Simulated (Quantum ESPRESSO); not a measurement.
A run of Quantum ESPRESSO 7.5:

The input pw.in:

```
&CONTROL
  calculation = 'scf'
  prefix = 'pwscf'
  outdir = './tmp'
  pseudo_dir = './pseudo'
  tprnfor = .true.
  tstress = .true.
  disk_io = 'low'
/
&SYSTEM
  ibrav = 0
  nat = 2
  ntyp = 2
  ecutwfc = 80
  nbnd = 15
  occupations = 'smearing'
  smearing = 'fd'
  degauss = 0.00367493
/
&ELECTRONS
  conv_thr = 4d-10
  electron_maxstep = 120
  mixing_beta = 0.5
/
ATOMIC_SPECIES
Ga    69.7230 Ga.upf
P     30.9738 P.upf
CELL_PARAMETERS bohr
   0.0000000000    5.1499761211    5.1499761211
   5.1499761211    0.0000000000    5.1499761211
   5.1499761211    5.1499761211    0.0000000000
ATOMIC_POSITIONS bohr
Ga     0.0000000000    0.0000000000    0.0000000000
P      7.7249641817    7.7249641817    7.7249641817
K_POINTS automatic
2 2 2 0 0 0
```

The input scf2.in:

```
&CONTROL
  calculation = 'scf'
  prefix = 'pwscf'
  outdir = './tmp'
  pseudo_dir = './pseudo'
  tprnfor = .true.
  tstress = .true.
  disk_io = 'low'
/
&SYSTEM
  ibrav = 0
  nat = 2
  ntyp = 2
  ecutwfc = 80
  nbnd = 15
  occupations = 'fixed'
/
&ELECTRONS
  conv_thr = 1d-13
  electron_maxstep = 120
  mixing_beta = 0.5
  startingpot = 'file'
  startingwfc = 'file'
/
ATOMIC_SPECIES
Ga    69.7230 Ga.upf
P     30.9738 P.upf
CELL_PARAMETERS bohr
   0.0000000000    5.1499761211    5.1499761211
   5.1499761211    0.0000000000    5.1499761211
   5.1499761211    5.1499761211    0.0000000000
ATOMIC_POSITIONS bohr
Ga     0.0000000000    0.0000000000    0.0000000000
P      7.7249641817    7.7249641817    7.7249641817
K_POINTS automatic
2 2 2 0 0 0
```

The input ph.in:

```
dielectric of GaP
&INPUTPH
  prefix = 'pwscf'
  outdir = './tmp'
  tr2_ph = 1d-18
  fildyn = 'dyn'
  niter_ph = 90
  alpha_mix(1) = 0.7
  epsil = .true.
  trans = .false.
  zeu = .true.
/
0.0000000000 0.0000000000 0.0000000000
```

Potentials or basis: PseudoDojo 0.4.1 SR LDA standard.

Command:

```sh
$ OMP_NUM_THREADS=1 pw.x -in pw.in > pw.out
$ OMP_NUM_THREADS=1 pw.x -in scf2.in > scf2.out
$ OMP_NUM_THREADS=1 ph.x -in ph.in > ph.out
```

Hardware: 1 thread of Intel(R) Xeon(R) Processor @ 2.50GHz (Skylake/Cascade Lake) (shared host).

Task: Estimate the wall time of this run.

Result: It took 83 s on 1 thread of Intel(R) Xeon(R) Processor @ 2.50GHz (Skylake/Cascade Lake), on a shared host, peak memory 0.08 GiB. Counts: scf iterations 12, k pools 1, bands 15, k points 3, g dense 26469.
